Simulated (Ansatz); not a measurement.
**Ionic part of the dielectric constant of NaCl at 9 GPa, mode by mode**

Method: Ansatz, DFT PBEsol, scalar-relativistic, plane waves, PAW. Settings: 420 eV plane-wave cutoff, Γ-centred 8×8×8 mesh, fixed occupations. No spin polarisation. Phonons by linear response, acoustic sum rule imposed.

The structure is cubic, space group Fm-3m (No. 225). Conventional cell: a = 5.221 Å, b = 5.221 Å, c = 5.221 Å, α = 90.00°, β = 90.00°, γ = 90.00°. Na (site symmetry m-3m) has 6 Cl at 2.61 Å as nearest neighbours. Cl (site symmetry m-3m) has 6 Na at 2.61 Å as nearest neighbours.

The primitive cell has V = 35.57 Å³ and ε∞,yy = 2.766. Each polar mode adds Δε = (4.92064×10⁷/V)·S/ν² along y, with S its oscillator strength in e²/amu, ν in cm⁻¹ and V in Å³.

Question: From these modes, find each Δε and ε0,yy.
```csv
ν (cm⁻¹),S_yy (e²/amu)
262.0,0.07514
```

Answer:
```tsv
ν (cm⁻¹)	Δε
262.0	1.51
```

The sum is 1.514, so ε0,yy = 4.28; the run's tensor has 4.28.

Question: Where do the longitudinal modes lie for a wave vector along y?

Answer: At 326 cm⁻¹. The Lyddane–Sachs–Teller product Π(ν_LO/ν_TO)² = 1.55 matches ε0/ε∞ = 1.55.